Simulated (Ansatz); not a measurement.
BP: single point with PBE

The system is BP.

```xyz
2
Lattice="0.0000 2.2690 2.2690 2.2690 0.0000 2.2690 2.2690 2.2690 0.0000" Properties=species:S:1:pos:R:3 pbc="T T T"
P     3.4035    3.4035    3.4035
B     0.0000    0.0000    0.0000
```

```yaml
Program: Ansatz 0.2.0
Task: single point
Functional: PBE
Potentials_or_basis: all-electron LAPW, scalar-relativistic
Cutoff: 281 eV (chosen from the basis error)
Basis_error_allowed: 0.001 eV/atom
k_mesh: 10 × 10 × 10
Occupations: gaussian, width 0.011 eV
Spin: no spin polarisation
```

The pressure is 1.1 GPa and the band gap on the k mesh is 1.25 eV, indirect (least direct gap 3.41 eV).

Levels at points of the mesh, in eV from the valence-band top:
```
             k point  band 7  band 8  band 9  band 10  band 11  band 12
  (0.00, 0.00, 0.00)    0.00    0.00    0.00     3.41     3.41     3.41
 (0.00, 0.00, -0.50)   -9.03   -1.76   -1.76     3.78     4.71     4.71
(0.00, -0.50, -0.50)   -8.58   -4.11   -4.11     1.34     1.66    12.08
```

It took 5 s on 1 thread of Arm Neoverse V2, on a shared host, peak memory 0.22 GiB.

A k mesh can miss the band edges. As with any semilocal functional, this PBE gap is likely too small.
